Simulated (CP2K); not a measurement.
ZrO2 under changes of volume

One of the cells (10.990 Å³/atom); the others are scaled copies at fixed shape and fractional positions:

```
Zr O
1.0
     3.59928    0.00000    0.00000
     1.79964    3.11706    0.00000
     1.79964    1.03902    2.93880
Zr O
1 2
Direct
  0.00000 0.00000 0.00000
  0.75000 0.75000 0.75000
  0.25000 0.25000 0.25000
```

Measurements of this composition are mostly on another form, of space group No. 14.

* Program: CP2K 2026.2
* Functional: PBEsol
* Potentials or basis: POTENTIAL_UZH Zr GTH-PBE-q12, O GTH-PBE-q6; TZVP-MOLOPT-PBE-GTH basis
* Density cutoff: 8163 eV
* k mesh: 9 × 9 × 9
* Occupations: fermi-dirac, width 0.05 eV
* Spin: no spin polarisation

```tsv
volume (Å³/atom)	energy over the lowest point (meV/atom)	pressure (GPa)	gap on the mesh (eV)
10.331	31.18	16.8	3.59
10.551	12.64	10.3	3.54
10.770	2.51	4.5	3.48
10.990	0.00	-0.7	3.43
11.210	?	?	?
11.430	14.82	-9.7	3.32
11.650	30.22	-13.5	3.27
```

**Question.** What does the run at 11.210 Å³/atom give?

**Answer.** Energy over the lowest point 4.33 meV/atom; pressure -5.5 GPa; gap on the mesh 3.37 eV.

Worked out: A Birch-Murnaghan fit of order 3 (a polynomial in V^(-2/3)) to the other rows has its minimum at 10.95 Å³/atom with B0 = V·E''(V) = 249 GPa and B' = 5.2. It gives 4.42 meV/atom at 11.210 Å³/atom, against the run's 4.33, and -dE/dV = -5.4 GPa, against -5.5. A straight line through the other rows of the gap, of slope -2.69 eV per unit of ln V, gives 3.37 eV, against the run's 3.37.

Energies are extrapolated to zero smearing.

Caveats: the potentials were made for another functional, which shifts forces and pressure; an odd mesh through Γ misses points on the zone boundary, where band edges often lie; the basis of atomic orbitals isn't converged, which shifts pressures, moduli and gaps. Spin-orbit coupling on Zr is left out.
